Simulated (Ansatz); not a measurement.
# Pressure series in CsPbI3

Base system: CsPbI3 in the cubic perovskite structure (space group Pm-3m, No. 221; a = 6.390 Å).

Cell and atoms are relaxed at each pressure.

The values are results of PBE in Ansatz (plane waves to 420 eV, PAW, without spin-orbit coupling), not measurements.

| pressure (GPa) | volume per atom (Å³/atom) |
|---|---|
| -2 | 66.163 |
| -1 | 56.711 |
| 0 | 52.195 |
| 3 | 45.137 |
| 7 | 40.232 |
| 15 | 34.948 |
| 30 | 29.915 |
| 50 | ? |
| 100 | 21.792 |

Task: Fit the third-order Birch–Murnaghan form P(V) = (3B₀/2)[(V₀/V)^(7/3) − (V₀/V)^(5/3)]·[1 + (3/4)(B₀′ − 4)((V₀/V)^(2/3) − 1)] (squares taken in P) to the rows shown and predict the withheld row.

Result: Least squares on the printed values gives V₀ = 52.249 Å³/atom, B₀ = 14.7 GPa, B₀′ = 4.6; this predicts 26.308 Å³/atom, and the run gives 26.322 Å³/atom, 0.014 higher.

The mesh was chosen for an insulator and is coarse for the gapless case. Load acts through the strain it causes; cell and atoms are relaxed under it. No phonon test of stability was made. Competing high-pressure phases were not computed. All final runs are without spin polarisation. Many cubic perovskites are stable only at high temperature; tilts and polar distortions were not tested. This is not the structure that CsPbI3 has at room temperature and ambient pressure.

Ansatz is a program for electronic structure.
